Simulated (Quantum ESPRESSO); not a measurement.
# Mg (P6_3/mmc) in Quantum ESPRESSO: single point with PBE

Aim: the single point of Mg with PBE.

Program: Quantum ESPRESSO 7.5. These are calculated values, not measurements. Logs are shortened: lines on timing, memory, paths and dates and some standing lists are left out, and cuts for length are marked.

### 1 The crystal as given

Symmetry: P6_3/mmc, No. 194, hexagonal system. Conventional cell: a = 3.209 Å, b = 3.209 Å, c = 5.210 Å, α = 90.00°, β = 90.00°, γ = 120.00°. Around Mg (site symmetry -6m2) lie 12 Mg at 3.20 to 3.21 Å.

### 2 Single point, PBE

File run.py:

```python
import numpy as np
from ase.calculators.espresso import Espresso, EspressoProfile
from ase import Atoms

atoms = Atoms(['Mg', 'Mg'],
              cell=[[3.2093, 0.0, 0.0], [-1.60465, 2.7793353284, 0.0], [0.0, 0.0, 5.2103]],
              scaled_positions=[[0.6666666667, 0.3333333333, 0.75], [0.3333333333, 0.6666666667, 0.25]],
              pbc=True)

input_data = {
    'control': {'calculation': 'scf', 'prefix': 'pwscf', 'outdir': './tmp', 'tprnfor': True, 'tstress': True, 'disk_io': 'nowf'},
    'system': {'ecutwfc': 55.0, 'ecutrho': 440.0, 'nbnd': 7, 'occupations': 'smearing', 'smearing': 'fd', 'degauss': 0.00367493},
    'electrons': {'conv_thr': 4e-10, 'electron_maxstep': 120, 'mixing_beta': 0.5},
}
pseudopotentials = {'Mg': 'Mg.pbe-n-kjpaw_psl.0.3.0.UPF'}
profile = EspressoProfile(command='pw.x', pseudo_dir='pseudo')
dft = Espresso(profile=profile, input_data=input_data, pseudopotentials=pseudopotentials, kpts=(10, 10, 5), koffset=(0, 0, 0))
atoms.calc = dft

print(f'energy {atoms.get_potential_energy():.8f} eV')
print('forces (eV/A)')
print(np.round(atoms.get_forces(), 6))
print('stress (eV/A^3, Voigt)')
print(np.round(atoms.get_stress(), 8))
print(f'Fermi level {dft.get_fermi_level():.4f} eV')
```

Potentials or basis: SSSP 1.3 efficiency PBE.

On the command line:

```sh
> OMP_NUM_THREADS=1 python run.py
```

Standard output:

```text
energy -914.76089133 eV
forces (eV/A)
[[0. 0. 0.]
 [0. 0. 0.]]
stress (eV/A^3, Voigt)
[ 0.00547497  0.00547497 -0.0017849  -0.         -0.         -0.        ]
Fermi level 3.5573 eV
```

espresso.pwi:

```text
&CONTROL
   calculation      = 'scf'
   tstress          = .true.
   tprnfor          = .true.
   outdir           = './tmp'
   prefix           = 'pwscf'
   disk_io          = 'nowf'
   pseudo_dir       = 'pseudo'
/
&SYSTEM
   nbnd             = 7
   ecutwfc          = 55.0
   ecutrho          = 440.0
   occupations      = 'smearing'
   degauss          = 0.00367493
   smearing         = 'fd'
   ntyp             = 1
   nat              = 2
   ibrav            = 0
/
&ELECTRONS
   electron_maxstep = 120
   conv_thr         = 4e-10
   mixing_beta      = 0.5
/
&IONS
/
&CELL
/
&FCP
/
&RISM
/
ATOMIC_SPECIES
Mg 24.305 Mg.pbe-n-kjpaw_psl.0.3.0.UPF

K_POINTS automatic
10 10 5  0 0 0

CELL_PARAMETERS angstrom
3.20930000000000 0.00000000000000 0.00000000000000
-1.60465000000000 2.77933532840000 0.00000000000000
0.00000000000000 0.00000000000000 5.21030000000000

ATOMIC_POSITIONS angstrom
Mg 1.6046500002 0.9264451094 3.9077250000  
Mg -0.0000000002 1.8528902190 1.3025750000
```

espresso.pwo:

```text
This program is part of the open-source Quantum ESPRESSO suite
     for quantum simulation of materials; please cite
         "P. Giannozzi et al., J. Phys.:Condens. Matter 21 395502 (2009);
         "P. Giannozzi et al., J. Phys.:Condens. Matter 29 465901 (2017);
         "P. Giannozzi et al., J. Chem. Phys. 152 154105 (2020);
     in publications or presentations arising from this work. More details at

Warning: card &CELL ignored
Warning: card &FCP ignored
Warning: card &RISM ignored

     file Mg.pbe-n-kjpaw_psl.0.3.0.UPF: wavefunction(s)  3S renormalized
     Message from routine setup:
     using ibrav=0 with symmetry is DISCOURAGED, use correct ibrav instead

     Subspace diagonalization in iterative solution of the eigenvalue problem:
     a serial algorithm will be used

     G-vector sticks info
     --------------------
     sticks:   dense  smooth     PW     G-vecs:    dense   smooth      PW
     Sum        1123     559    163                48923    17333    2803

     Using Slab Decomposition

     bravais-lattice index     =            0
     lattice parameter (alat)  =       6.0647  a.u.
     unit-cell volume          =     313.6249 (a.u.)^3
     number of atoms/cell      =            2
     number of atomic types    =            1
     number of electrons       =         4.00
     number of Kohn-Sham states=            7
     kinetic-energy cutoff     =      55.0000  Ry
     charge density cutoff     =     440.0000  Ry
     scf convergence threshold =      4.0E-10
     mixing beta               =       0.5000
     number of iterations used =            8  plain     mixing
     Exchange-correlation= SLA  PW   PBX  PBC
                           (   1   4   3   4   0   0   0)

     celldm(1)=   6.064698  celldm(2)=   0.000000  celldm(3)=   0.000000
     celldm(4)=   0.000000  celldm(5)=   0.000000  celldm(6)=   0.000000

     crystal axes: (cart. coord. in units of alat)
               a(1) = (   1.000000   0.000000   0.000000 )
               a(2) = (  -0.500000   0.866025   0.000000 )
               a(3) = (   0.000000   0.000000   1.623500 )

     reciprocal axes: (cart. coord. in units 2 pi/alat)
               b(1) = (  1.000000  0.577350 -0.000000 )
               b(2) = (  0.000000  1.154701  0.000000 )
               b(3) = (  0.000000 -0.000000  0.615953 )

     PseudoPot. # 1 for Mg read from file:
     Mg.pbe-n-kjpaw_psl.0.3.0.UPF
     Pseudo is Projector augmented-wave + core cor, Zval =  2.0
     Generated using "atomic" code by A. Dal Corso  v.5.0.99 svn rev. 10869
     Shape of augmentation charge: PSQ
     Using radial grid of 1129 points,  4 beta functions with:
                l(1) =   0
                l(2) =   0
                l(3) =   1
                l(4) =   1
     Q(r) pseudized with 0 coefficients

     atomic species   valence    mass     pseudopotential
     Mg                2.00    24.30500     Mg( 1.00)

     24 Sym. Ops., with inversion, found (12 have fractional translation)

   Cartesian axes

     site n.     atom                  positions (alat units)
         1        Mg     tau(   1) = (   0.5000000   0.2886751   1.2176253  )
         2        Mg     tau(   2) = (  -0.0000000   0.5773503   0.4058751  )

     number of k points=    42  Fermi-Dirac smearing, width (Ry)=  0.0037
                       cart. coord. in units 2pi/alat
        k(    1) = (   0.0000000   0.0000000   0.0000000), wk =   0.0040000
        k(    2) = (   0.0000000   0.0000000   0.1231906), wk =   0.0080000
        k(    3) = (   0.0000000   0.0000000   0.2463812), wk =   0.0080000
        k(    4) = (   0.0000000   0.1154701   0.0000000), wk =   0.0240000
        k(    5) = (   0.0000000   0.1154701   0.1231906), wk =   0.0480000
        k(    6) = (   0.0000000   0.1154701   0.2463812), wk =   0.0480000
[... 34 lines left out ...]
        k(   41) = (   0.3000000   0.5196152   0.1231906), wk =   0.0480000
        k(   42) = (   0.3000000   0.5196152   0.2463812), wk =   0.0480000

     Dense  grid:    48923 G-vectors     FFT dimensions: (  45,  45,  72)

     Smooth grid:    17333 G-vectors     FFT dimensions: (  30,  30,  48)

     Initial potential from superposition of free atoms

     starting charge       3.9982, renormalised to       4.0000
     Starting wfcs are    8 randomized atomic wfcs
     Checking if some PAW data can be deallocated...

     Self-consistent Calculation

     iteration #  1     ecut=    55.00 Ry     beta= 0.50
     Davidson diagonalization with overlap
     ethr =  1.00E-02,  avg # of iterations =  4.5

     Threshold (ethr) on eigenvalues was too large:
     Diagonalizing with lowered threshold

     Davidson diagonalization with overlap
     ethr =  1.75E-04,  avg # of iterations =  3.5

     total energy              =     -67.23336714 Ry
     estimated scf accuracy    <       0.00701284 Ry

     iteration #  2     ecut=    55.00 Ry     beta= 0.50
     Davidson diagonalization with overlap
     ethr =  1.75E-04,  avg # of iterations =  1.0

     total energy              =     -67.23342157 Ry
     estimated scf accuracy    <       0.00176927 Ry

     iteration #  3     ecut=    55.00 Ry     beta= 0.50
     Davidson diagonalization with overlap
     ethr =  4.42E-05,  avg # of iterations =  1.3

     total energy              =     -67.23346900 Ry
     estimated scf accuracy    <       0.00000079 Ry

     iteration #  4     ecut=    55.00 Ry     beta= 0.50
     Davidson diagonalization with overlap
     c_bands:  5 eigenvalues not converged
     c_bands:  3 eigenvalues not converged
     ethr =  1.98E-08,  avg # of iterations = 10.0

     total energy              =     -67.23369656 Ry
     estimated scf accuracy    <       0.00000170 Ry

     iteration #  5     ecut=    55.00 Ry     beta= 0.50
     Davidson diagonalization with overlap
     ethr =  1.98E-08,  avg # of iterations =  1.3

     total energy              =     -67.23369105 Ry
     estimated scf accuracy    <       0.00000138 Ry

     iteration #  6     ecut=    55.00 Ry     beta= 0.50
     Davidson diagonalization with overlap
     ethr =  1.98E-08,  avg # of iterations =  2.0

     total energy              =     -67.23369117 Ry
     estimated scf accuracy    <       0.00000003 Ry

     iteration #  7     ecut=    55.00 Ry     beta= 0.50
     Davidson diagonalization with overlap
     ethr =  6.34E-10,  avg # of iterations =  5.0

     total energy              =     -67.23369130 Ry
     estimated scf accuracy    <          1.4E-09 Ry

     iteration #  8     ecut=    55.00 Ry     beta= 0.50
     Davidson diagonalization with overlap
     ethr =  3.48E-11,  avg # of iterations =  2.0

     total energy              =     -67.23369130 Ry
     estimated scf accuracy    <          1.3E-09 Ry

     iteration #  9     ecut=    55.00 Ry     beta= 0.50
     Davidson diagonalization with overlap
     ethr =  3.26E-11,  avg # of iterations =  1.8

     End of self-consistent calculation

          k = 0.0000 0.0000 0.0000 (  2177 PWs)   bands (ev):

    -3.3590   1.8683   2.2874  14.3982  14.3982  14.4672  14.4673

          k = 0.0000 0.0000 0.1232 (  2165 PWs)   bands (ev):

    -3.1360   0.1439   4.3962  13.2662  14.5742  14.6196  14.6197

          k = 0.0000 0.0000 0.2464 (  2142 PWs)   bands (ev):

    -2.4703  -1.3715   7.0628  10.0636  15.0146  15.0146  15.0206

          k = 0.0000 0.1155 0.0000 (  2165 PWs)   bands (ev):

    -3.1631   2.0470   2.4773  11.6118  12.9570  13.7609  16.1700

          k = 0.0000 0.1155 0.1232 (  2159 PWs)   bands (ev):

    -2.9406   0.3321   4.5744  11.7697  13.1406  13.3734  13.9610

          k = 0.0000 0.1155 0.2464 (  2151 PWs)   bands (ev):

    -2.2763  -1.1798   7.2288  10.1928  12.4212  13.2282  13.6898

          k = 0.0000 0.2309 0.0000 (  2164 PWs)   bands (ev):

    -2.5780   2.5836   3.0358   8.6621  11.8084  12.2895  13.3633

          k = 0.0000 0.2309 0.1232 (  2159 PWs)   bands (ev):

    -2.3569   0.8937   5.0957   8.8638  11.5762  11.9947  12.9285

          k = 0.0000 0.2309 0.2464 (  2145 PWs)   bands (ev):

    -1.6968  -0.6075   7.6735   9.4305  10.2305  10.9625  12.5547

          k = 0.0000 0.3464 0.0000 (  2170 PWs)   bands (ev):

    -1.6112   3.4787   3.8838   6.0597  10.6372  10.6881  10.9900

          k = 0.0000 0.3464 0.1232 (  2163 PWs)   bands (ev):

    -1.3924   1.8174   5.6429   6.5302   9.0857  11.1765  11.8474

          k = 0.0000 0.3464 0.2464 (  2158 PWs)   bands (ev):

    -0.7395   0.3373   6.6309   7.6372   8.8022  11.4204  11.7373

          k = 0.0000 0.4619 0.0000 (  2168 PWs)   bands (ev):

    -0.2752   3.3602   4.7316   5.4803   8.3534   8.7835  10.5002

          k = 0.0000 0.4619 0.1232 (  2166 PWs)   bands (ev):

    -0.0600   2.9825   3.8274   6.7160   7.4185  10.4786  10.6865

          k = 0.0000 0.4619 0.2464 (  2152 PWs)   bands (ev):

     0.5812   1.6315   4.3493   5.3651   9.8212  11.2461  11.6745

          k = 0.0000-0.5774 0.0000 (  2180 PWs)   bands (ev):

     1.4081   1.4098   6.1745   6.5483   6.7739   7.1851  10.3372

          k = 0.0000-0.5774 0.1232 (  2170 PWs)   bands (ev):

     1.6127   1.6176   4.8126   4.8184   8.8052   8.8847  10.5233

          k = 0.0000-0.5774 0.2464 (  2158 PWs)   bands (ev):

     2.1890   2.2067   3.4154   3.4448  10.8120  11.0825  11.2195

          k = 0.1000 0.1732 0.0000 (  2159 PWs)   bands (ev):

    -2.7726   2.4047   2.8519  10.0876  10.3807  14.6319  14.7606

          k = 0.1000 0.1732 0.1232 (  2161 PWs)   bands (ev):

    -2.5510   0.7070   4.9255  10.2641  10.5610  13.1491  13.4500

          k = 0.1000 0.1732 0.2464 (  2155 PWs)   bands (ev):

    -1.8895  -0.7978   7.5451  10.3035  10.9590  11.0061  12.2711

          k = 0.1000 0.2887 0.0000 (  2164 PWs)   bands (ev):

    -1.9967   3.1205   3.5713   7.4191   9.1689  12.0902  12.6845

          k = 0.1000 0.2887 0.1232 (  2154 PWs)   bands (ev):

    -1.7770   1.4504   5.5787   7.6426   9.2998  10.7488  12.3655

          k = 0.1000 0.2887 0.2464 (  2153 PWs)   bands (ev):

    -1.1211  -0.0391   7.7804   8.5092   9.0122  10.1548  10.9800

          k = 0.1000 0.4041 0.0000 (  2162 PWs)   bands (ev):

    -0.8452   4.1951   4.2249   5.3318   8.3591   9.6048  10.5722

          k = 0.1000 0.4041 0.1232 (  2158 PWs)   bands (ev):

    -0.6284   2.5373   4.9469   6.7897   7.8759   9.0441  11.5744

          k = 0.1000 0.4041 0.2464 (  2155 PWs)   bands (ev):

     0.0184   1.0833   5.5893   6.5915   8.8760   9.7605  10.5363

          k = 0.1000 0.5196 0.0000 (  2163 PWs)   bands (ev):

     0.6660   2.5030   5.6207   6.2119   7.4606   7.5343   9.1011

          k = 0.1000 0.5196 0.1232 (  2165 PWs)   bands (ev):

     0.8778   2.6792   4.1289   5.8598   7.8003   8.7734  10.2586
[... 23 lines left out ...]
     0.5047   3.5029   4.3647   5.9664   7.2685   8.2508   9.3701

          k = 0.2000 0.4619 0.2464 (  2168 PWs)   bands (ev):

     1.1403   2.1784   4.8708   5.7784   6.8835   7.7899  10.8252

          k = 0.2000 0.5774 0.0000 (  2167 PWs)   bands (ev):

     1.9582   1.9684   5.4475   6.7001   7.0911   7.2603   8.5647

          k = 0.2000 0.5774 0.1232 (  2160 PWs)   bands (ev):

     2.1598   2.1734   5.0854   5.3556   6.1948   8.7236  10.0089

          k = 0.2000 0.5774 0.2464 (  2172 PWs)   bands (ev):

     2.7288   2.7440   3.9536   3.9685   6.6349   7.6120  12.4439

          k = 0.3000 0.5196 0.0000 (  2163 PWs)   bands (ev):

     1.7809   3.5758   3.5994   6.6826   7.4139   8.2811   8.8596

          k = 0.3000 0.5196 0.1232 (  2173 PWs)   bands (ev):

     1.9876   3.7074   3.7974   5.3438   6.9434   7.1390   9.6385

          k = 0.3000 0.5196 0.2464 (  2178 PWs)   bands (ev):

     2.5945   3.4844   4.3551   4.6609   5.6826   5.8456  12.1689

     the Fermi energy is     3.5573 ev

!    total energy              =     -67.23369130 Ry
     total all-electron energy =      -801.342109 Ry
     estimated scf accuracy    <          2.2E-11 Ry
     smearing contrib. (-TS)   =      -0.00087567 Ry
     internal energy E=F+TS    =     -67.23281562 Ry

     The total energy is F=E-TS. E is the sum of the following terms:
     one-electron contribution =       2.81719896 Ry
     hartree contribution      =       0.00713904 Ry
     xc contribution           =      -3.17980676 Ry
     ewald contribution        =      -4.28465293 Ry
     one-center paw contrib.   =     -62.59269393 Ry

     convergence has been achieved in   9 iterations

     Forces acting on atoms (cartesian axes, Ry/au):

     atom    1 type  1   force =     0.00000000    0.00000000    0.00000000
     atom    2 type  1   force =     0.00000000    0.00000000    0.00000000

     Total force =     0.000000     Total SCF correction =     0.000000

     Computing stress (Cartesian axis) and pressure

          total   stress  (Ry/bohr**3)                   (kbar)     P=       -4.89
  -0.00005963   0.00000000   0.00000000           -8.77        0.00        0.00
   0.00000000  -0.00005963   0.00000000            0.00       -8.77        0.00
   0.00000000   0.00000000   0.00001944            0.00        0.00        2.86

=------------------------------------------------------------------------------=
   JOB DONE.
=------------------------------------------------------------------------------=
```

Wall time 8 s (1 thread of AMD EPYC 9R14 (Zen 4), shared host); peak memory 0.11 GiB.

What came out:

* Free energy: -914.7610 eV
* Pressure: -0.5 GPa
* Band gap on the k mesh: none (metal or under the smearing width)

### 3 The reference run

An earlier run on the cell as given: functional PBE; potentials or basis SSSP 1.3 efficiency PBE; cutoff 748 eV; density cutoff 5987 eV; k mesh 10 × 10 × 5; occupations fermi-dirac, width 0.05 eV; no spin polarisation.

* Pressure: -0.5 GPa
* Band gap on the k mesh: none (metal or under the smearing width)
